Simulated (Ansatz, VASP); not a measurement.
One calculation of Be2C, two programs

```
Be C
1.0
     0.00000    2.16500    2.16500
     2.16500    0.00000    2.16500
     2.16500    2.16500    0.00000
Be C
2 1
Direct
  0.25000 0.25000 0.25000
  0.75000 0.75000 0.75000
  0.00000 0.00000 0.00000
```

Alike in both runs: functional PBE; k mesh 11 × 11 × 11; occupations fermi-dirac, width 0.02 eV; no spin polarisation.

Ansatz relaxed the structure, and its values are those at the end. VASP's run is a single point on that final structure, the one shown.

```csv
,VASP,Ansatz
version,VASP 6.6.1,Ansatz 0.2.0
potentials or method,"VASP PAW PBE potentials, release 64 (Be, C)","plane-wave PAW, scalar-relativistic"
plane-wave cutoff (eV),520,420
valence electrons in the cell,8,8
```

|  | VASP | Ansatz | Ansatz less VASP |
| --- | --- | --- | --- |
| gap on the k mesh at the Fermi level (eV) | 1.25 | 1.27 | +0.013 |
| pressure (GPa) | 0.2 | -0.2 | -0.39 |

The functional is the same, so the differences come from potentials, cutoffs and numerics. Ansatz warned: «stress_scf_threshold_loose».

Caveats: an odd mesh through Γ misses points on the zone boundary, where band edges often lie. A hybrid or GW would open this gap; PBE tends to underestimate it.
